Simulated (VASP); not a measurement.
Input of a VASP 6.6.1 run:

The input INCAR:

```
SYSTEM = Te2Pt
PREC = Accurate
ENCUT = 520
EDIFF = 1E-7
ISMEAR = 0
SIGMA = 0.05
LREAL = .False.
LASPH = .True.
NELM = 80
ALGO = Normal
ISIF = 2
LWAVE = .False.
LCHARG = .False.
ISPIN = 2
MAGMOM = 0.23 -0.2 0
LORBIT = 11
LMAXMIX = 4
LDAU = .True.
LDAUTYPE = 2
LDAUL = -1 2
LDAUU = 0 5
LDAUJ = 0 0
LDAUPRINT = 1
GGA = PS
```

Contents of KPOINTS:

```
regular mesh
0
Gamma
  6 6 4
  0 0 0
```

POSCAR

```
Te2Pt
1.0
    4.0179994500      0.0000000000      0.0000000000
   -2.0089997300      3.4796896000      0.0000000000
    0.0000000000      0.0000000000      5.2119993300
Te Pt
2 1
Direct
    0.3333333333      0.6666666667      0.2500000000
    0.6666666667      0.3333333333      0.7500000000
    0.0000000000      0.0000000000      0.0000000000
```

Potentials or basis: VASP PAW PBE potentials, release 64 (Te, Pt).

The run is started by

```sh
$ cat potpaw_PBE.64/Te/POTCAR potpaw_PBE.64/Pt/POTCAR > POTCAR
$ mpirun -np 1 vasp_std > vasp.out
```

Task: Predict the net moment.

Result: 0.00 μB per cell.

Task: Estimate the largest force.

Result: 0.432 eV/Å.

Eigenvalues of the final occupation matrices:
```
    site  spin  trace               eigenvalues
site 3 d     1   4.32  0.78 0.78 0.92 0.92 0.92
site 3 d     2   4.32  0.78 0.78 0.92 0.92 0.92
```

Caveat: the PAW data sets were made with another functional, which shifts forces and pressure a little; the U is typed as a test and isn't derived for this compound. The state reached can hang on the start; a lower one may exist.
